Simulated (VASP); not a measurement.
ZnS (Wurtzite-2H):

```
Zn S
1.0
     3.81100    0.00000    0.00000
    -1.90550    3.30042    0.00000
     0.00000    0.00000    6.23400
Zn S
2 2
Direct
  0.66667 0.33333 0.50000
  0.33333 0.66667 0.00000
  0.66667 0.33333 0.88500
  0.33333 0.66667 0.38500
```

Base run:

```yaml
Program: VASP 6.6.1
Functional: rSCAN
Potentials_or_basis: VASP PAW PBE potentials, release 64 (Zn, S)
Cutoff: 520 eV
k_mesh: 8 × 8 × 5
Occupations: fermi-dirac, width 0.05 eV
Spin: no spin polarisation
```

Its results: band gap on the k mesh 2.80 eV, direct; pressure -0.1 GPa; largest force 0.325 eV/Å.

Q: After a change of settings the same cell gave: band gap on the k mesh 2.46 eV, direct; pressure 1.7 GPa; largest force 0.307 eV/Å. Which change was it?
A. functional from rSCAN to TPSS
B. functional from rSCAN to LAK; further incar settings from ALGO = Normal; EDIFF = 1e-06; NBANDS = 26 to ALGO = Normal; EDIFF = 1e-06
C. functional from rSCAN to LDA; potentials or basis from VASP PAW PBE potentials, release 64 (Zn, S) to VASP PAW LDA potentials, release 64 (Zn, S)
D. functional from rSCAN to RPBE; further incar settings from ALGO = Normal; EDIFF = 1e-06; NBANDS = 26 to ALGO = Fast; EDIFF = 1e-06; NBANDS = 26

A: A.

Caveats: the PAW data sets were made with another functional, which shifts forces and pressure a little.

Not every run made on this cell is shown here.
